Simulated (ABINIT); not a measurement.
The system is CdSe (Cadmoselite).

```
Cd Se
1.0
     4.30000    0.00000    0.00000
    -2.15000    3.72391    0.00000
     0.00000    0.00000    7.02000
Cd Se
2 2
Direct
  0.66667 0.33333 0.50000
  0.33333 0.66667 0.00000
  0.66667 0.33333 0.88500
  0.33333 0.66667 0.38500
```

Base run:

| Property | Result |
| --- | --- |
| Program | ABINIT 10.8.3 (patched build) |
| Functional | RPBE |
| Potentials or basis | JTH PAW PBE v2.0 |
| Cutoff | 707 eV |
| k mesh | 7 × 7 × 4 |
| Occupations | fermi-dirac, width 0.05 eV |
| Spin | no spin polarisation |

Its results: band gap on the k mesh 0.87 eV, direct; pressure 4.9 GPa; largest force 0.291 eV/Å.

Task: After a change of settings the same cell gave: band gap on the k mesh 0.62 eV, direct; pressure 5.9 GPa; largest force 0.306 eV/Å. Which change was it?
A. functional from RPBE to PW91
B. functional from RPBE to BLYP
C. functional from RPBE to PBEsol
D. functional from RPBE to r2SCAN

Result: B.

Caveats: the PAW data sets were made with another functional, which shifts forces and pressure a little.

Runs at the PBE level aren't shown here.
